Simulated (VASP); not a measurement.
## Al2O3 (Corundum) under changes of volume

One of the cells (8.583 Å³/atom); the others are scaled copies at fixed shape and fractional positions:

```
Al O
1.0
     2.38854    1.37903    4.34290
    -2.38854    1.37903    4.34290
     0.00000   -2.75805    4.34290
Al O
4 6
Direct
  0.85209 0.85209 0.85209
  0.64791 0.64791 0.64791
  0.14791 0.14791 0.14791
  0.35209 0.35209 0.35209
  0.05639 0.75000 0.44361
  0.75000 0.44361 0.05639
  0.44361 0.05639 0.75000
  0.94361 0.25000 0.55639
  0.25000 0.55639 0.94361
  0.55639 0.94361 0.25000
```

- Program: VASP 6.6.1
- Functional: PBE
- Dispersion: D3(BJ)
- Potentials or basis: VASP PAW PBE potentials, release 64 (Al, O)
- Cutoff: 520 eV
- k mesh: 6 × 6 × 6
- Occupations: gaussian, width 0.02 eV
- Spin: no spin polarisation

```csv
volume (Å³/atom),energy over the lowest point (meV/atom),pressure (GPa),gap on the mesh (eV),largest force (eV/Å)
8.240,?,?,?,?
8.411,3.28,5.4,6.35,0.024
8.583,0.00,0.3,6.09,0.005
8.755,1.93,-4.3,5.85,0.017
8.926,8.56,-8.5,5.61,0.036
```

Q: What does the run at 8.240 Å³/atom give?

A: Energy over the lowest point 12.30 meV/atom; pressure 11.0 GPa; gap on the mesh 6.61 eV; largest force 0.046 eV/Å.

Worked out: A Birch-Murnaghan fit of order 2 (a polynomial in V^(-2/3)) to the other rows has its minimum at 8.60 Å³/atom with B0 = V·E''(V) = 241 GPa at fixed shape and positions, which overstates the stiffness. It gives 12.28 meV/atom at 8.240 Å³/atom, against the run's 12.30, and -dE/dV = 11.3 GPa, against 11.0. A straight line through the other rows of the gap, of slope -12.4 eV per unit of ln V (its deformation potential), extrapolates to 6.60 eV, against the run's 6.61.

Energies are extrapolated to zero smearing.

A mesh can miss the band edges.
